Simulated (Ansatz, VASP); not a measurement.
## La2O3: VASP beside Ansatz

```
La O
1.0
     4.50666    0.00000    0.00000
     0.00000    4.50666    0.00000
     0.00000    0.00000    4.50666
La O
2 3
Direct
  0.00000 0.00000 0.00000
  0.50000 0.50000 0.50000
  0.00000 0.50000 0.50000
  0.50000 0.00000 0.50000
  0.50000 0.50000 0.00000
```

Alike in both runs: task relaxation of cell and atoms; functional PBE; k mesh 4 × 4 × 4; occupations gaussian, width 0.1 eV; no spin polarisation.

```csv
,VASP,Ansatz
version,VASP 6.6.1,Ansatz 0.2.0
potentials or method,"VASP PAW PBE potentials, release 64 (La, O)","scalar-relativistic, plane waves, PAW"
plane-wave cutoff (eV),600,420
valence electrons in the cell,40,40
```

```tsv
	VASP	Ansatz	Ansatz less VASP
gap on the k mesh at the Fermi level, each at its own relaxed structure (eV)	0.56	0.52	-0.044
relaxed volume (Å³/atom)	19.16	19.21	+0.060
relaxed cell length with the largest relative difference (Å)	4.575	4.580	+0.0047
energy change over the relaxation (meV/atom)	-13	-15	-1.9
```

Caveats: spin-orbit coupling is left out, which moves the levels of the heavy elements. A k mesh can miss the band edges.
